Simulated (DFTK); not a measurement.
## ZrS2 under changes of volume

One of the cells (23.763 Å³/atom); the others are scaled copies at fixed shape and fractional positions:

```
Zr S
1.0
     3.69138    0.00000    0.00000
    -1.84569    3.19683    0.00000
     0.00000    0.00000    6.04108
Zr S
1 2
Cartesian
  0.0000 0.0000 0.0000
  0.0000 2.1312 1.4372
  1.8457 1.0656 4.6038
```

The cell is a database's computed one.

```yaml
Program: DFTK 0.8.2
Functional: PBEsol
Potentials_or_basis: dojo.nc.sr.pbesol.v0_4_1.standard.upf (PBEsol)
Cutoff: 898 eV
k_mesh: 8 × 8 × 5
Occupations: fermi-dirac, width 0.05 eV
Spin: no spin polarisation
```

```tsv
volume (Å³/atom)	energy over the lowest point (meV/atom)	pressure (GPa)	gap on the mesh (eV)	largest force (eV/Å)
22.337	7.63	3.4	0.94	0.613
22.813	0.76	1.2	0.95	0.342
23.288	0.00	-0.7	0.97	0.090
23.763	4.76	-2.5	0.98	0.143
24.238	?	?	?	?
24.714	28.71	-5.5	1.00	0.562
25.189	46.96	-6.8	1.01	0.750
```

Question: What does the run at 24.238 Å³/atom give?

Answer: Energy over the lowest point 14.50 meV/atom; pressure -4.1 GPa; gap on the mesh 0.99 eV; largest force 0.361 eV/Å.

Worked out: A Birch-Murnaghan fit of order 3 (a polynomial in V^(-2/3)) to the other rows has its minimum at 23.11 Å³/atom with B0 = V·E''(V) = 94 GPa and B' = 4.0 at fixed shape and positions, which overstates the stiffness. It gives 14.48 meV/atom at 24.238 Å³/atom, against the run's 14.50, and -dE/dV = -4.1 GPa, against -4.1. A straight line through the other rows of the gap, of slope 0.588 eV per unit of ln V, gives 0.99 eV, against the run's 0.99.

Energies are extrapolated to zero smearing.

Caveats: an odd mesh through Γ misses points on the zone boundary, where band edges often lie; this functional lacks dispersion, which binds the layers, so the pressure and a relaxed spacing across them are unreliable. Spin-orbit coupling on Zr is left out.
